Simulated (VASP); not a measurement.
The system is In.

```
In
1.0
    -1.62547    1.62547    2.47370
     1.62547   -1.62547    2.47370
     1.62547    1.62547   -2.47370
In
1
Direct
  0.00000 0.00000 0.00000
```

- Program: VASP 6.6.1
- Task: relaxation of cell and atoms
- Functional: PBE
- Potentials or basis: VASP PAW PBE potentials, release 64 (In)
- Cutoff: 300 eV
- k mesh: 8 × 8 × 8
- Occupations: methfessel-paxton, width 0.1 eV
- Spin: no spin polarisation

At the start: pressure 2.0 GPa; volume 26.14 Å³/atom.

How do energy, volume and symmetry change on relaxing?

Over 13 steps the energy falls by 29.8 meV/atom and the volume is 27.44 Å³/atom (+5.0 %); space group I4/mmm (No. 139, to 0.05 Å).

The path:
| step | energy change (eV) | largest force (eV/Å) | pressure (GPa) | volume (Å³) |
| --- | --- | --- | --- | --- |
| 1 | 0.0000 | 0.0000 | 1.96 | 26.14 |
| 2 | -0.0201 | 0.0000 | -0.07 | 27.36 |
| 3 | -0.0214 | 0.0000 | -1.44 | 28.48 |
| 4 | -0.0223 | 0.0000 | -1.07 | 28.12 |
| 5 | -0.0225 | 0.0000 | -0.82 | 27.91 |
| 6 | -0.0279 | 0.0000 | -0.22 | 27.52 |
| 7 | -0.0279 | 0.0000 | 1.01 | 26.81 |
| 8 | -0.0293 | 0.0000 | 0.49 | 27.07 |
| 9 | -0.0294 | 0.0000 | 0.07 | 27.31 |
| 10 | -0.0295 | 0.0000 | 0.28 | 27.19 |
| 11 | -0.0295 | 0.0000 | 0.26 | 27.20 |
| 12 | -0.0298 | 0.0000 | 0.07 | 27.36 |
| 13 | -0.0298 | 0.0000 | -0.02 | 27.44 |

Final structure:
```
CELL_PARAMETERS angstrom
-1.59788 1.59788 2.68708
1.59788 -1.59788 2.68708
1.59788 1.59788 -2.68708
ATOMIC_POSITIONS crystal
In 0.00000 0.00000 0.00000
```
